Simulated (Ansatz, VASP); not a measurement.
# CdF2 in VASP and in Ansatz

```
Cd F
1.0
     0.00000    2.64883    2.64883
     2.64883    0.00000    2.64883
     2.64883    2.64883    0.00000
Cd F
1 2
Direct
  0.00000 0.00000 0.00000
  0.25000 0.25000 0.25000
  0.75000 0.75000 0.75000
```

Alike in both runs: task single point; functional LDA; k mesh 8 × 8 × 8; occupations gaussian, width 0.05 eV; no spin polarisation.

```csv
,VASP,Ansatz
version,VASP 6.6.1,Ansatz 0.2.0
potentials or method,"VASP PAW LDA potentials, release 64 (Cd, F)","scalar-relativistic, plane waves, PAW"
plane-wave cutoff (eV),520,420
valence electrons in the cell,26,34
```

|  | VASP | Ansatz | Ansatz less VASP |
| --- | --- | --- | --- |
| gap on the k mesh at the Fermi level (eV) | 2.97 | 2.99 | +0.017 |
| least direct gap on the mesh (eV) | 3.39 | 3.40 | +0.012 |
| pressure (GPa) | 1.3 | 0.0 | -1.30 |

The two sets of potentials don't hold the same shells in valence.

A k mesh can miss the band edges. A hybrid or GW would open this gap; LDA tends to underestimate it.
